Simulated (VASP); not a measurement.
# C (P6_3/mmc) in VASP: notebook, part 2 of 2

VASP 6.6.1. The steps go on from the part before.

## Step 4: Vibrations by finite differences, PBE+D3(BJ)

This run uses another cell than the first one, of 8.60 Å³/atom, 0.983 times its volume.

The input, INCAR:

```
SYSTEM = C
PREC = Accurate ; ENCUT = 520
EDIFF = 1E-8 ; ISMEAR = 0
SIGMA = 0.02 ; LREAL = .False.
LASPH = .True. ; NELM = 80
ALGO = Normal ; ISIF = 2
LWAVE = .False. ; LCHARG = .False.
GGA = PE ; IVDW = 12
NBANDS = 16 ; IBRION = 6
NFREE = 2 ; POTIM = 0.015
NSW = 1
```

The input, KPOINTS:

```
Automatic mesh
0
Gamma
  3 3 1
  0 0 0
```

The input, POSCAR:

```
C                                       
1.0
    2.4741247157      0.0000000000      0.0000000000
   -1.2370623579      2.1426548542      0.0000000000
    0.0000000000      0.0000000000      6.4887511553
  C             
     4
Direct
     0.0000000000000000    0.0000000000000000    0.7500000000000000
     0.0000000000000000    0.0000000000000000    0.2500000000000000
     0.3333333300000021    0.6666666699999979    0.7500000000000000
     0.6666666699999979    0.3333333300000021    0.2500000000000000
```

Potentials or basis: VASP PAW PBE potentials, release 64 (C).

Run with:

```bash
$ cat potpaw_PBE.64/C/POTCAR > POTCAR
$ mpirun -np 4 vasp_std > vasp.out
```

OUTCAR:

```text
SYSTEM = C
   PREC = Accurate
   ENCUT = 520
   EDIFF = 1E-8
   ISMEAR = 0
   LREAL = .False.
   LASPH = .True.
   NELM = 80
   ISIF = 2
   GGA = PE
   IVDW = 12
   IBRION = 6
   NFREE = 2
   POTIM = 0.015
   NSW = 1
 IVDW          = 12

 ion  position               nearest neighbor table
   1  0.000  0.000  0.750-   3 1.43   3 1.43   3 1.43
   2  0.000  0.000  0.250-   4 1.43   4 1.43   4 1.43
   3  0.333  0.667  0.750-   1 1.43   1 1.43   1 1.43
   4  0.667  0.333  0.250-   2 1.43   2 1.43   2 1.43

  LATTYP: Found a hexagonal cell.
 ALAT       =     2.4741247157
 C/A-ratio  =     2.6226451375

  Lattice vectors:

 A1 = (   2.4741247157,   0.0000000000,   0.0000000000)
 A2 = (  -1.2370623579,   2.1426548542,   0.0000000000)
 A3 = (   0.0000000000,   0.0000000000,   6.4887511553)

Analysis of symmetry for initial positions (statically):
=====================================================================
 Subroutine PRICEL returns:
 Original cell was already a primitive cell.

 Routine SETGRP: Setting up the symmetry group for a
 hexagonal supercell.

 Subroutine GETGRP returns: Found 24 space group operations
 (whereof 12 operations were pure point group operations)
 out of a pool of 24 trial point group operations.

The static configuration has the point symmetry D_3d.
 The point group associated with its full space group is D_6h.

Analysis of symmetry for dynamics (positions and initial velocities):
=====================================================================
 Subroutine PRICEL returns:
 Original cell was already a primitive cell.

 Routine SETGRP: Setting up the symmetry group for a
 hexagonal supercell.

 Subroutine GETGRP returns: Found 24 space group operations
 (whereof 12 operations were pure point group operations)
 out of a pool of 24 trial point group operations.

The dynamic configuration has the point symmetry D_3d.
 The point group associated with its full space group is D_6h.

 Subroutine INISYM returns: Found 24 space group operations
 (whereof 12 operations are pure point group operations),
 and found     1 'primitive' translations

----------------------------------------------------------------------------------------

                                     Primitive cell

  volume of cell :      34.3981

  direct lattice vectors                    reciprocal lattice vectors
     2.474124716  0.000000000  0.000000000     0.404183344  0.233355362  0.000000000
    -1.237062358  2.142654854  0.000000000     0.000000000  0.466710725  0.000000000
     0.000000000  0.000000000  6.488751155     0.000000000  0.000000000  0.154112860

  length of vectors
     2.474124716  2.474124714  6.488751155     0.466710725  0.466710725  0.154112860

  position of ions in fractional coordinates (direct lattice)
     0.000000000  0.000000000  0.750000000
     0.000000000  0.000000000  0.250000000
     0.333333330  0.666666670  0.750000000
     0.666666670  0.333333330  0.250000000

  ion indices of the primitive-cell ions
   primitive index   ion index
                 1           1
                 2           2
                 3           3
[... 56 lines left out ...]
   NFREE  =      2    steps in history (QN), initial steepest desc. (CG)
   ISIF   =      2    stress and relaxation
   ISYM   =      2    0-nonsym 1-usesym 2-fastsym
   POTIM  = 0.0150    time-step for ionic-motion
   TEBEG  =    0.0;   TEEND  =   0.0 temperature during run
   PSTRESS=    0.0 pullay stress
   NELECT =      16.0000    total number of electrons
   NUPDOWN=      -1.0000    fix difference up-down
   EMIN   =  10.00;   EMAX   =-10.00  energy-range for DOS
   EFERMI =   0.00;   METHOD = LEGACY
   ISMEAR =     0;   SIGMA  =   0.02  broadening in eV -4-tet -1-fermi 0-gaus
   EFERMI_NEDOS =   21; number of points for ismear=-14 and -15
   IALGO  =     38    algorithm
   IMIX   =      4    mixing-type and parameters
     AMIX     =   0.40;   BMIX     =  1.00
     AMIX_MAG =   1.60;   BMIX_MAG =  1.00
  volume/ion in A,a.u.               =       8.60        58.03
  Fermi-wavevector in a.u.,A,eV,Ry     =   1.268440  2.397004 21.890950  1.608939
  Thomas-Fermi vector in A             =   2.401534
   LORBIT       =      0    0 simple, 1 ext, 2 COOP (PROOUT), +10 PAW based schemes
   GGA     = PE    functional components
   LHFCALC =     F    Hartree Fock is set to
   AEXX    =    0.0000 exact exchange contribution
   IVDW    =    12    specifies the selected vdW correction
   LEPSILON=     F    determine dielectric tensor
   LRPA    =     F    only Hartree local field effects (RPA)
 finite differences with symmetry
 non-spin polarized calculation
 Gauss-broadening in eV      SIGMA  =   0.02
  energy-cutoff  :      520.00
  volume of cell :       34.40
 maximum number of plane-waves:       932
 NGX is ok and might be reduce to    18
   NGX =  9   NGY =  9   NGZ = 25

--------------------------------------- Ionic step        1  -------------------------------------------

 number of electron      15.9999994 magnetization

 Free energy of the ion-electron system (eV)
  ---------------------------------------------------
  ext. energy  EPLUGINS =         0.00000000
  ---------------------------------------------------
  free energy    TOTEN  =       -35.82869077 eV

  energy without entropy =      -35.82367575  energy(sigma->0) =      -35.82618326

------------------------ aborting loop because EDIFF is reached ----------------------------------------

 Edisp (eV)   -0.64985

 E8    (eV) :    -0.1850
[... 327 lines left out ...]
--------------------------------------- Ionic step        9  -------------------------------------------

 number of electron      15.9999994 magnetization

 Free energy of the ion-electron system (eV)
  ---------------------------------------------------
  ext. energy  EPLUGINS =         0.00000000
  ---------------------------------------------------
  free energy    TOTEN  =       -35.82675847 eV

  energy without entropy =      -35.82174345  energy(sigma->0) =      -35.82425096

 E-fermi :   4.9108     XC(G=0): -10.5144

 val. band max:        4.9108211806   @ k =   0.3333   0.3333   0.0000
 cond. band min:       4.9108275119   @ k =   0.3333   0.3333   0.0000
 fundamental gap:      0.0000063312
 Fermi energy:         4.9108243462

 k-point     1 :       0.0000    0.0000    0.0000
  band No.  band energies     occupation
      1     -14.6496      2.00000
      2     -14.2585      2.00000
      3      -3.6582      2.00000
      4      -1.3178      2.00000
      5       1.9556      2.00000
      6       1.9556      2.00000
[... 81 lines left out ...]
  FREE ENERGIE OF THE ION-ELECTRON SYSTEM (eV)
  ---------------------------------------------------
  free  energy   TOTEN  =       -36.4766095926 eV

  energy  without entropy=      -36.4715945742  energy(sigma->0) =      -36.47410208

 INTERNAL STRAIN TENSORS FROM DISPLACED ATOMS
 ============================================

 INTERNAL STRAIN TENSOR FOR ION    1 for displacements in x,y,z  (eV/Angst):
          X           Y           Z          XY          YZ          ZX
  --------------------------------------------------------------------------------
  x    -0.00000     0.00000     0.00000     3.45127     0.00000     0.00000
  y     3.45127    -3.45127     0.00000     0.00000     0.00000     0.00000
  z     0.00000     0.00000    -0.00000    -0.00000     0.00000    -0.00000

 INTERNAL STRAIN TENSOR FOR ION    4 for displacements in x,y,z  (eV/Angst):
          X           Y           Z          XY          YZ          ZX
  --------------------------------------------------------------------------------
  x     0.00000    -0.00000     0.00000   -14.64082     0.00000     0.00000
  y   -14.64082    14.64082     0.00000    -0.00000     0.00000     0.00000
  z     0.00000     0.00000    -0.00000     0.00000     0.00000    -0.00000

 Eigenvectors and eigenvalues of the dynamical matrix
 ----------------------------------------------------

   1 f  =   40.271417 THz   253.032775 2PiTHz 1343.309873 cm-1   166.549123 meV
             X         Y         Z           dx          dy          dz
      0.000000  0.000000  4.866563     0.498671   -0.007217   -0.000000
      0.000000  0.000000  1.622188     0.498671   -0.007217    0.000000
     -0.000000  1.428437  4.866563    -0.501221    0.007254   -0.000000
      1.237062  0.714218  1.622188    -0.501221    0.007254   -0.000000
[... 71 lines left out ...]
  12 f/i=   16.544996 THz   103.955276 2PiTHz  551.881665 cm-1    68.424575 meV
             X         Y         Z           dx          dy          dz
      0.000000  0.000000  4.866563    -0.418874    0.006062    0.000000
      0.000000  0.000000  1.622188     0.418874   -0.006062   -0.000000
     -0.000000  1.428437  4.866563    -0.569596    0.008243    0.000000
      1.237062  0.714218  1.622188     0.569596   -0.008243    0.000000

 ELASTIC MODULI CONTR FROM IONIC RELAXATION (kBar)
 Direction    XX          YY          ZZ          XY          YZ          ZX
 --------------------------------------------------------------------------------
 XX         -48.5383     48.5383      0.0000      0.0000      0.0000      0.0000
 YY          48.5383    -48.5383     -0.0000      0.0000      0.0000     -0.0000
 ZZ           0.0000     -0.0000     -0.0000      0.0000      0.0000     -0.0000
 XY           0.0000      0.0000      0.0000    -48.5383      0.0000      0.0000
 YZ           0.0000      0.0000      0.0000      0.0000      0.0000      0.0000
 ZX           0.0000     -0.0000     -0.0000      0.0000      0.0000     -0.0000
 --------------------------------------------------------------------------------
```

Wall time 12 s (4 MPI ranks of Intel Xeon Platinum 8559C (Emerald Rapids), shared host); peak memory 0.12 GiB.

Results:

| Quantity | Value |
| --- | --- |
| Highest phonon frequency at Γ | 1343 cm⁻¹ |
| Most unstable mode | 552i cm⁻¹ |
| Dispersion energy per atom | -0.162 eV |

Phonon frequencies in cm⁻¹ (negative: imaginary):
```tsv
q point	frequencies
(0.000, 0.000, 0.000)	-552 -552 -3 -3 0 103 854 874 1228 1228 1343 1343
```

Caveat: the k mesh is coarse (spacing up to 0.98 Å⁻¹), so the values aren't converged; some modes are imaginary.
